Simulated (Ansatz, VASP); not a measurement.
# NaCl in VASP and in Ansatz

Contents of INCAR:

```
SYSTEM = NaCl
PREC = Accurate
ENCUT = 520
EDIFF = 1E-6
ISMEAR = 0
SIGMA = 0.02
LREAL = .False.
LASPH = .True.
NELM = 60
ALGO = Normal
ISIF = 2
LWAVE = .False.
LCHARG = .False.
GGA = PE
NBANDS = 14
```

File KPOINTS:

```
regular mesh
0
Gamma
  8 8 8
  0 0 0
```

Contents of POSCAR:

```
NaCl
1.0
    0.0000000000      2.8317500000      2.8317500000
    2.8317500000      0.0000000000      2.8317500000
    2.8317500000      2.8317500000      0.0000000000
Na Cl
1 1
Direct
   -0.0158912333      0.0158912333      0.0158912333
    0.5000000000      0.5000000000      0.5000000000
```

Input for Ansatz:

```yaml
crystal:
  lattice:
    - [0.0, 2.83175, 2.83175]
    - [2.83175, 0.0, 2.83175]
    - [2.83175, 2.83175, 0.0]
  atoms:
    - { symbol: Na, position: [-0.0158912333, 0.0158912333, 0.0158912333] }
    - { symbol: Cl, position: [0.5, 0.5, 0.5] }
basis:
  ecutwfc: 420
kpoints:
  mp_grid: { grid: [8, 8, 8] }
hamiltonian:
  xc: pbe
scf:
  occupations: { method: gaussian, width: 0.02 }
output:
  forces: true
  stress: true
  eigenvalues: true
  populations: true
```

Change from the starting cell: one atom moved.

Alike in both runs: task single point; functional PBE; k mesh 8 × 8 × 8; occupations gaussian, width 0.02 eV; no spin polarisation.

```csv
,VASP,Ansatz
version,VASP 6.6.1,Ansatz 0.2.0
potentials or method,"VASP PAW PBE potentials, release 64 (Na_pv, Cl)","scalar-relativistic, plane waves, PAW"
plane-wave cutoff (eV),520,420
valence electrons in the cell,14,16
```

```csv
,VASP,Ansatz,Ansatz less VASP
gap on the k mesh at the Fermi level (eV),5.06,5.06,+0.001
least direct gap on the mesh (eV),5.06,5.06,+0.001
pressure (GPa),0.5,0.5,+0.02
largest component of the traceless stress (GPa),0.21,0.20,-0.002
rms of the force components (eV/Å),0.070,0.069,-0.0007
```

Atom by atom the forces differ by 0.001 eV/Å (rms over components). With one functional, cell and mesh, what is left measures potentials, basis and numerics. The two sets of potentials don't hold the same shells in valence.

A k mesh can miss the band edges.
